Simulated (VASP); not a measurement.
SnO2 (Cassiterite):

```
Sn O
1.0
     4.73800    0.00000    0.00000
     0.00000    4.73800    0.00000
     0.00000    0.00000    3.18650
Sn O
2 4
Direct
  0.50000 0.50000 0.50000
  0.00000 0.00000 0.00000
  0.80710 0.19290 0.50000
  0.69290 0.69290 0.00000
  0.19290 0.80710 0.50000
  0.30710 0.30710 0.00000
```

Base run:

| Property | Result |
| --- | --- |
| Program | VASP 6.6.1 |
| Functional | PBEsol |
| Potentials or basis | VASP PAW PBE potentials, release 64 (Sn_d, O) |
| Cutoff | 520 eV |
| k mesh | 6 × 6 × 8 |
| Occupations | fermi-dirac, width 0.05 eV |
| Spin | no spin polarisation |

Its results: band gap on the k mesh 1.18 eV, direct; pressure 5.4 GPa; largest force 0.229 eV/Å.

Problem. After a change of settings the same cell gave: band gap on the k mesh 1.64 eV, direct; pressure 4.2 GPa; largest force 0.284 eV/Å. Which change was it?
A. functional from PBEsol to TPSS
B. functional from PBEsol to MS2
C. functional from PBEsol to LAK; further incar settings from ALGO = Normal; EDIFF = 1e-07; NBANDS = 35 to ALGO = Normal; EDIFF = 1e-06; NBANDS = 35
D. functional from PBEsol to r2SCAN; further incar settings from ALGO = Normal; EDIFF = 1e-07; NBANDS = 35 to ALGO = Normal; EDIFF = 1e-07

Solution. B.

MS2 gives the wider gap, since meta-GGAs in the generalised Kohn-Sham scheme recover part of the derivative discontinuity.

Caveats: the PAW data sets were made with another functional, which shifts forces and pressure a little; spin-orbit coupling is left out, which moves the levels of the heavy elements.

Not every run made on this cell is shown here.
